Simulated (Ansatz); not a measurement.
Rh under changes of volume

One of the cells (13.671 Å³/atom); the others are scaled copies at fixed shape and fractional positions:

```
CELL_PARAMETERS angstrom
0.00000 1.89785 1.89785
1.89785 0.00000 1.89785
1.89785 1.89785 0.00000
ATOMIC_POSITIONS crystal
Rh 0.00000 0.00000 0.00000
```

```yaml
Program: Ansatz 0.2.0
Functional: PBEsol
Potentials_or_basis: all-electron LAPW, scalar-relativistic
Cutoff: 298 eV (chosen from the basis error)
Basis_error_allowed: 0.0005 eV/atom
k_mesh: 12 × 12 × 12
Occupations: fermi-dirac, width 0.05 eV
Spin: no spin polarisation
```

```csv
volume (Å³/atom),energy over the lowest point (meV/atom),pressure (GPa)
12.851,30.40,16.4
13.125,9.13,8.8
13.398,0.00,2.2
13.671,1.59,-3.7
13.945,?,?
14.218,32.15,-13.6
14.492,58.99,-17.6
```

What does the run at 13.945 Å³/atom give?

Energy over the lowest point 12.68 meV/atom; pressure -9.0 GPa.

Worked out: A Birch-Murnaghan fit of order 3 (a polynomial in V^(-2/3)) to the other rows has its minimum at 13.49 Å³/atom with B0 = V·E''(V) = 297 GPa and B' = 5.1. It gives 12.71 meV/atom at 13.945 Å³/atom, against the run's 12.68, and -dE/dV = -9.0 GPa, against -9.0.

Energies are extrapolated to zero smearing.
